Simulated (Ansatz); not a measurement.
# Ru under changes of volume

One of the cells (13.575 Å³/atom); the others are scaled copies at fixed shape and fractional positions:

```
Ru
1.0
     2.70580    0.00000    0.00000
    -1.35290    2.34329    0.00000
     0.00000    0.00000    4.28190
Ru
2
Direct
  0.66667 0.33333 0.75000
  0.33333 0.66667 0.25000
```

| Quantity | Value |
| --- | --- |
| Program | Ansatz 0.2.0 |
| Functional | r2SCAN |
| Potentials or basis | Ansatz PAW |
| Cutoff | 500 eV (not typed: the program's choice for these potentials) |
| k mesh | 11 × 11 × 6 |
| Occupations | fermi-dirac, width 0.05 eV |
| Spin | no spin polarisation |

```tsv
volume (Å³/atom)	energy over the lowest point (meV/atom)	pressure (GPa)
12.760	45.79	21.5
13.032	16.99	12.8
13.303	2.24	4.9
13.575	0.00	-2.0
13.846	8.88	-8.2
14.118	27.66	-13.7
14.389	?	?
```

Q: What does the run at 14.389 Å³/atom give?

A: Energy over the lowest point 55.23 meV/atom; pressure -18.6 GPa.

Worked out: A Birch-Murnaghan fit of order 3 (a polynomial in V^(-2/3)) to the other rows has its minimum at 13.49 Å³/atom with B0 = V·E''(V) = 338 GPa and B' = 4.8 at fixed shape and positions, which overstates the stiffness. It gives 55.20 meV/atom at 14.389 Å³/atom, against the run's 55.23, and -dE/dV = -18.7 GPa, against -18.6.

Energies are extrapolated to zero smearing.

Caveats: the PAW data sets come from PBE, with cores solved anew for the run's functional, which leaves a small shift of forces and pressure.
